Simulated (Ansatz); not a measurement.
A 4-atom cell of ZnS (P6_3mc) from a materials database at its r2SCAN geometry, run in Ansatz at 3 levels of theory. Calculated for a static, non-magnetic cell.

The LDA input:
```yaml
crystal:
  lattice:
    - [3.8054755645, 0.0, 0.0]
    - [-1.9027377822, 3.2956385124, 0.0]
    - [0.0, 0.0, 6.2440483056]
  atoms:
    - { symbol: Zn, position: [0.3333333333, 0.6666666667, 0.0003405378] }
    - { symbol: Zn, position: [0.6666666667, 0.3333333333, 0.5003405378] }
    - { symbol: S, position: [0.3333333333, 0.6666666667, 0.3746594622] }
    - { symbol: S, position: [0.6666666667, 0.3333333333, 0.8746594622] }
kpoints:
  mp_grid: { grid: [12, 12, 4] }
  band_path:
    path:
      - [0.0, 0.0, 0.0]
      - [0.5, 0.0, 0.0]
      - [0.3333333333, 0.3333333333, 0.0]
      - [0.0, 0.0, 0.5]
      - [0.5, 0.0, 0.5]
      - [0.3333333333, 0.3333333333, 0.5]
    npoints: 1
hamiltonian:
  xc: lda
scf:
  occupations: { method: fixed }
  n_extra_bands: 5
output:
  forces: true
  stress: true
  eigenvalues: true
  write_density: true
  write_potential: true
  elf: true
  volumetric_format: npy
```

Main results, then, where recorded, the levels near the gap in eV from the Fermi energy (columns number the bands from 0), one row a point of the path (Γ, M, K, A, L, H):
```
Crystal: 4 atoms, lattice volume = 78.310 Å³
Symmetry: 12 space group operations
Space group: P63mc (ITA 186)
```
```
Basis set: ecut = 420 eV, 1521 PW (Γ)
Bands: 23, of which v1, the nominal top of the filled ones, is band 18 counted from 1 (17 counted from 0)
k-points: 57 of 576 (time reversal used)
Free energy (F): -8234.814222 eV
Fermi energy:    5.625762 eV
--- Forces (eV/Å), atoms counted from 1 ---
  atom   1  Zn      0.00000      0.00000    -0.00388
  atom   2  Zn      0.00000      0.00000    -0.00388
  atom   3  S       0.00000      0.00000      0.00389
  atom   4  S       0.00000      0.00000      0.00389
--- Stress (GPa, compression-positive) ---
       -3.987919       0.000000       0.000000
        0.000000      -3.987919       0.000000
        0.000000       0.000000      -3.983320
  P = ⅓ Tr σ = -3.9864 GPa (-39.864 kbar)
```
```tsv
band_14	band_15	band_16	band_17	band_18	band_19	band_20
-0.911	-0.085	0.000	0.000	1.958	2.891	6.130
-3.351	-2.278	-1.744	-0.902	3.452	4.062	4.922
-3.941	-2.382	-2.382	-2.142	4.035	5.766	5.766
-0.478	-0.478	-0.478	-0.478	3.348	3.348	6.595
-1.670	-1.670	-1.645	-1.645	3.324	3.324	5.042
-3.129	-3.129	-1.378	-1.378	4.309	4.309	6.122
```

With LDA the gap is 1.96 eV and direct, at Γ.

r2SCAN. Against the first input these blocks differ (the band path and keys that only write files left aside):
```yaml
hamiltonian:
  xc: r2scan
```

```
Basis set: ecut = 500 eV, 1973 PW (Γ)
Bands: 23, of which v1, the nominal top of the filled ones, is band 18 counted from 1 (17 counted from 0)
k-points: 57 of 576 (time reversal used)
Free energy (F): -8466.890774 eV
Fermi energy:    5.628422 eV
--- Forces (eV/Å), atoms counted from 1 ---
  atom   1  Zn      0.00000      0.00000      0.00265
  atom   2  Zn      0.00000      0.00000      0.00265
  atom   3  S       0.00000      0.00000    -0.00267
  atom   4  S       0.00000      0.00000    -0.00267
--- Stress (GPa, compression-positive) ---
        0.040443       0.000000       0.000000
        0.000000       0.040443       0.000000
        0.000000       0.000000       0.029791
  P = ⅓ Tr σ = 0.0369 GPa (0.369 kbar)
```
```tsv
band_14	band_15	band_16	band_17	band_18	band_19	band_20
-0.922	-0.085	0.000	0.000	2.781	3.610	6.772
-3.358	-2.313	-1.728	-0.914	4.037	4.763	5.440
-3.967	-2.386	-2.386	-2.149	4.538	6.461	6.461
-0.481	-0.481	-0.481	-0.481	4.101	4.101	7.227
-1.683	-1.683	-1.665	-1.665	3.955	3.955	5.641
-3.136	-3.136	-1.403	-1.403	4.981	4.981	6.685
```

r2SCAN gives a direct gap of 2.78 eV at Γ. The mean stress is close to zero (0.04 GPa).

Problem. Another run on the same cell gave
```
Basis set: ecut = 420 eV, 1521 PW (Γ)
Bands: 23, of which v1, the nominal top of the filled ones, is band 18 counted from 1 (17 counted from 0)
k-points: 21 of 144 (time reversal used)
hybrid outer 1: dexx = +1.482e0 eV, tail = 1.53e-2 eV
hybrid outer 2: dexx = +3.837e-3 eV, tail = 1.19e-4 eV, Δε = 5.21e-2 eV, ΔF = 3.32e-3 eV/Å
hybrid outer 3: dexx = +8.828e-6 eV, tail = 1.94e-7 eV, Δε = 9.11e-3 eV, ΔF = 1.39e-3 eV/Å
hybrid outer 4: dexx = +4.278e-8 eV, tail = 2.85e-9 eV, Δε = 1.68e-4 eV, ΔF = 2.80e-4 eV/Å
Free energy (F): -8341.680091 eV
Fermi energy:    2.702912 eV
--- Forces (eV/Å), atoms counted from 1 ---
  atom   1  Zn      0.00000      0.00000    -0.00257
  atom   2  Zn      0.00000      0.00000    -0.00257
  atom   3  S       0.00000      0.00000      0.00253
  atom   4  S       0.00000      0.00000      0.00253
--- Stress (GPa, compression-positive) ---
        9.499852       0.000000       0.000000
        0.000000       9.499852       0.000000
        0.000000       0.000000       9.292725
  P = ⅓ Tr σ = 9.4308 GPa (94.308 kbar)
```
```tsv
band_14	band_15	band_16	band_17	band_18	band_19	band_20
-1.099	-0.094	0.000	0.000	10.341	11.335	14.720
-4.036	-2.731	-2.039	-1.080	11.362	12.529	12.674
-4.818	-2.894	-2.894	-2.718	11.480	15.158	15.158
-0.574	-0.574	-0.574	-0.574	11.881	11.881	15.173
-1.985	-1.985	-1.973	-1.973	11.274	11.274	13.288
-3.884	-3.884	-1.613	-1.613	12.726	12.726	14.020
```
Which level of theory and mesh gave it?

Solution. It is Hartree-Fock, judged by the exchange loop and the size of the gap (a near hybrid could fit too), on 6×6×4; the blocks that differ from the first input, but for the band path:
```yaml
kpoints:
  mp_grid: { grid: [6, 6, 4] }
hamiltonian:
  xc: hf
```
The Hartree-Fock gap is direct at Γ: 10.34 eV. The mean pressure is +9.4 GPa (compression positive), so Hartree-Fock would enlarge the cell's volume. (The program warns that its thresholds are loose for a hybrid's stress.)

Small level splittings and stresses of the hybrids carry the error of their coarser meshes.

Totals of different functionals can't be compared.

The meshes of the hybrids are coarse, so their gaps aren't converged to the digits shown.
